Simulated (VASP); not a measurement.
Data:

```xyz
2
Lattice="0.0000 3.1717 3.1717 3.1717 0.0000 3.1717 3.1717 3.1717 0.0000" Properties=species:S:1:pos:R:3 pbc="T T T"
Al     0.0000     0.0000     0.0000
Sb     1.5858     1.5858     1.5858
```

The numbers are results of RPBE GGA, VASP's PBE PAW potentials (set 64) (plane waves; VASP), not measurements. Settings: 520 eV cut-off, 7×7×7 Γ-centred mesh, Gaussian smearing of 0.050 eV, potentials Al Sb.

Unless said otherwise, spin-orbit coupling is left out, though it shifts the bands of the heavy elements here.

Q: Estimate the energy per atom (σ→0), pressure, band gap (on the k-mesh) with the smallest direct gap where there is one.

A: 
| Property | Result |
|---|---|
| band gap (on the k-mesh) | 0.97 eV |
| smallest direct gap (on the k-mesh) | 0.97 eV |
| energy per atom (σ→0) | -3825 meV/atom |
| pressure | -1.27 GPa |

The compound is AlSb in the zinc blende structure. This cell is one point of a volume scan, at 1.03 of the reference volume.
